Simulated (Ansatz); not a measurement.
## TaC (Fm-3m) under several functionals

Plane-wave DFT in Ansatz with scalar-relativistic PAW potentials. The same structure was relaxed (cell and atoms, symmetry kept) in separate runs at each level. No spin polarisation.

| level | cutoff (eV) | k mesh | V (Å³/atom) | a (Å) |
| --- | --- | --- | --- | --- |
| PBEsol | 420 | 16×16×16 | 10.938 | 4.440 |
| PBE+D3(BJ) | 420 | 16×16×16 | 10.975 | 4.445 |
| r2SCAN | 500 | 16×16×16 | 11.104 | 4.462 |
| PBE | 420 | 16×16×16 | 11.204 | 4.475 |

Task: Where does LDA (420 eV, k mesh 16×16×16) fall?

Result: V (Å³/atom) 10.748, a (Å) 4.414. Its volume is the smallest of the set. The usual order of volumes, LDA < PBEsol < PBE, holds here (10.748, 10.938, 11.204 Å³/atom). As a rule LDA overbinds; PBEsol, built on the gradient expansion of slowly varying densities, lies between LDA and PBE; PBE's stronger gradient term for exchange weakens bonds. Adding D3 to PBE changes the volume by -2.0 %; the term is attractive, so it pulls cells in. In metals the pairwise form ignores screening by the conduction electrons and often pulls in too far. r2SCAN lies 0.9 % under PBE in volume.

Spin–orbit coupling is left out, which can shift energies with elements as heavy as these.